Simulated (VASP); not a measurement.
**VASP inputs for HgSe (zincblende)**

INCAR

```
ISIF = 2
PREC = Accurate
SIGMA = 0.02
LREAL = .FALSE.
NSW = 0
MAGMOM = 0.0 0.0 0.0 0.0 0.0 0.0
LWAVE = .FALSE.
GGA_COMPAT = .FALSE.
IBRION = -1
ISMEAR = -1
GGA = PE
ENCUT = 520
NBANDS = 29
NELM = 120
EDIFF = 1E-7
LASPH = .TRUE.
LSORBIT = .TRUE.
LCHARG = .FALSE.
```

KPOINTS

```
KPOINTS created by Atomic Simulation Environment
0
Gamma
8 8 8
0 0 0
```

KPOINTS_OPT

```
special points
6
Reciprocal
0.0000000000 0.0000000000 0.0000000000 1
0.5000000000 0.0000000000 0.5000000000 1
0.5000000000 0.2500000000 0.7500000000 1
0.3750000000 0.3750000000 0.7500000000 1
0.5000000000 0.5000000000 0.5000000000 1
0.6250000000 0.2500000000 0.6250000000 1
```

POSCAR

```
Hg Se
 1.0000000000000000
    -0.0000000000000000    3.0926650950901058    3.0926650950901058
     3.0926650950901058    0.0000000000000000    3.0926650950901058
     3.0926650950901058    3.0926650950901058    0.0000000000000000
 Hg  Se
   1   1
Cartesian
  0.0000000000000000  0.0000000000000000 -0.0000000000000000
  1.5463325475450529  1.5463325475450529  1.5463325475450529
```

VASP ran with the recommended PBE PAW datasets (18 valence electrons in the cell).

**Question.** Estimate the main results of this run.

**Answer.** gap between bands v and c 0.00 eV; least direct gap 0.00 eV.

Band v is the last that the valence electrons fill when counted band by band, and c is the next. Levels in eV from the top of v:

| point | v−2 | v | c | c+2 |
| --- | --- | --- | --- | --- |
| Γ | -0.23 | 0.00 | 0.00 | 4.58 |
| X | -2.20 | -2.19 | 2.65 | 3.01 |
| W | -2.46 | -2.26 | 3.28 | 5.02 |
| K | -2.66 | -1.77 | 2.74 | 4.39 |
| L | -1.06 | -0.88 | 1.01 | 5.84 |
